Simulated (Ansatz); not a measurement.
**Mo: response to uniaxial strain along c**

One table from this session's results is given with a row withheld; the runs are named, their logs left out.

Computed with Ansatz 0.2.0 (DFT PBEsol, scalar-relativistic, plane waves, PAW, unless a step's input says otherwise).

3 further runs of the same task are left out: 3 set aside as unsound or not needed.

**The structure to begin with**

The structure is cubic, space group Im-3m (No. 229). Conventional cell: a = 3.129 Å, b = 3.129 Å, c = 3.129 Å, α = 90.00°, β = 90.00°, γ = 90.00°. Mo (site symmetry m-3m) is surrounded by 8 Mo at 2.71 Å.

As a file:

```
CELL_PARAMETERS angstrom
3.12934 0.00000 0.00000
0.00000 3.12934 0.00000
0.00000 0.00000 3.12934
ATOMIC_POSITIONS crystal
Mo 0.00000 0.00000 0.00000
Mo 0.50000 0.50000 0.50000
```

It goes back to an entry of the Materials Project.

The first run:

input.yaml reads:

```yaml
crystal:
  lattice:
    - [3.1293399676, 0.0, 0.0]
    - [0.0, 3.1293399676, 0.0]
    - [0.0, 0.0, 3.1293399676]
  atoms:
    - { symbol: Mo, position: [0.0, 0.0, 0.0] }
    - { symbol: Mo, position: [0.5, 0.5, 0.5] }
basis:
  ecutwfc: 420
kpoints:
  mp_grid: { grid: [14, 14, 14] }
hamiltonian:
  xc: pbesol
scf:
  occupations: { method: gaussian, width: 0.1 }
output:
  forces: true
  stress: true
  eigenvalues: true
```

Among the steps run: The unstrained reference; At -2.0 %; At +2.0 %; Strain -4.0 %; Strain +4.0 %; At -6.0 %; At +6.0 %.

One table of the session follows, with a row left open; its other results are not shown here.

Lengths are those of the vectors of the cell that was run; stresses in GPa:

```
strain (%)  ΔE (meV/atom)  a (Å)  b (Å)  c (Å)
      -6.0           73.8  3.184  3.184  2.942
      -4.0           30.4  3.166  3.166  3.004
      -2.0            6.8  3.149  3.149  3.067
      +0.0            0.0  3.129  3.129  3.129
      +2.0            6.4  3.113  3.113  3.192
      +4.0              ?      ?      ?      ?
      +6.0           57.8  3.083  3.083  3.317
```

Estimate the missing values for strain (%) = +4.0.

Worked estimate for «ΔE (meV/atom)». A straight line through the neighbours (2.0, 6.4) and (6.0, 57.8) gives 6.4 + (57.8 − 6.4) × (4.0 − 2.0) / (6.0 − 2.0) = 32.1; a parabola fitted to 3 rows on both sides gives 25.7.

**Answer.** ΔE (meV/atom): 26.2; a (Å): 3.098; b (Å): 3.098; c (Å): 3.255. In «ΔE (meV/atom)» the line misses by +5.9 and the parabola by -0.5.

ΔE is over the unstrained cell. Stress in GPa, positive in compression, on the Cartesian axes of the input. 
